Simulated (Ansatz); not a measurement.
# CuI: the band gap up the ladder of functionals

One table from this session's results is given with a row withheld; the runs are named, their logs left out.

The COD entry's cell or inner coordinates are ideal or old and differ from later refinements, so a difference from it is no clean test against experiment.

Code: Ansatz 0.2.0. PAW datasets, plane waves. The values are computed, spin-unpolarised, and not measurements.

## Starting point

The cell was relaxed beforehand with r2SCAN.

Space group F-43m (No. 216), cubic; a = 6.024 Å in the conventional setting, 27.33 Å³ an atom. Around Cu lie 4 I at 2.61 Å; around I lie 4 Cu at 2.61 Å.

The structure in full:

```
CELL_PARAMETERS angstrom
0.00000 3.01204 3.01204
3.01204 0.00000 3.01204
3.01204 3.01204 0.00000
ATOMIC_POSITIONS crystal
Cu 0.25000 0.25000 0.25000
I 0.00000 0.00000 0.00000
```

The first run:

input.yaml

```yaml
crystal:
  lattice:
    - [0.0, 3.0120426902, 3.0120426902]
    - [3.0120426902, 0.0, 3.0120426902]
    - [3.0120426902, 3.0120426902, 0.0]
  atoms:
    - { symbol: Cu, position: [0.25, 0.25, 0.25] }
    - { symbol: I, position: [0.0, 0.0, 0.0] }
kpoints:
  mp_grid: { grid: [8, 8, 8] }
  band_path:
    path:
      - [[0.0, 0.0, 0.0], [-0.5, -0.5, -3.129583219912e-34], [-0.375, -0.375, 0.25]]
      - [[-0.375, -7.863402085545e-17, 0.375], [0.0, 0.0, 0.0], [6.574945552839e-19, 6.574945552839e-19, 0.5], [-0.5, -0.25, 0.25], [-0.5, -0.5, -3.129583219912e-34]]
    npoints: 10
hamiltonian:
  xc: pbe
scf:
  occupations: { method: fermi_dirac, width: 0.02 }
  n_extra_bands: 4
output:
  forces: true
  stress: true
  eigenvalues: true
```

Launch:

```
ansatz run input.yaml --threads 2 --pin off --max-ram 4608MiB --backend cpu --events-out ev --progress --plain --runs-dir out
```

Steps of the session up to this table: Band structure with PBE; Single point with r2SCAN; Single point with HSE06; PBE+SOC; Single point with PBE0; LDA; DDH-PBE0; HSE06+SOC at the same geometry; Single point with r2SCAN0; Single point with LC-ωPBE.

One table of the session follows, with a row left open; its other results are not shown here.

| level | gap (eV) |
| --- | --- |
| PBE | 1.17 |
| r2SCAN | 1.67 |
| HSE06 | 2.67 |
| PBE+SOC | 1.01 |
| PBE0 | 3.33 |
| LDA | 0.99 |
| DDH-PBE0 | 2.51 |
| HSE06+SOC | 2.46 |
| r2SCAN0 | 3.67 |
| LC-ωPBE | ? |

**Question.** Estimate the row for LC-ωPBE.

**Answer.** gap (eV): 7.34. In the column «gap (eV)» it is the highest.

Meshes: PBE 8×8×8, r2SCAN 8×8×8, HSE06 6×6×6, PBE+SOC 8×8×8, PBE0 6×6×6, LDA 8×8×8, DDH-PBE0 6×6×6, HSE06+SOC 4×4×4, r2SCAN0 6×6×6, LC-ωPBE 6×6×6.

In words: LDA gives the least gap, 0.99 eV, and LC-ωPBE the largest, 7.34 eV. PBE reaches 44 % of the HSE06 value, and r2SCAN 62 %. PBE0 lies 0.66 eV above HSE06, which differs from it by screening the long-range exchange.

Caveats from the session: Warnings in the runs' records: stress scf threshold loose, stress exchange threshold loose.
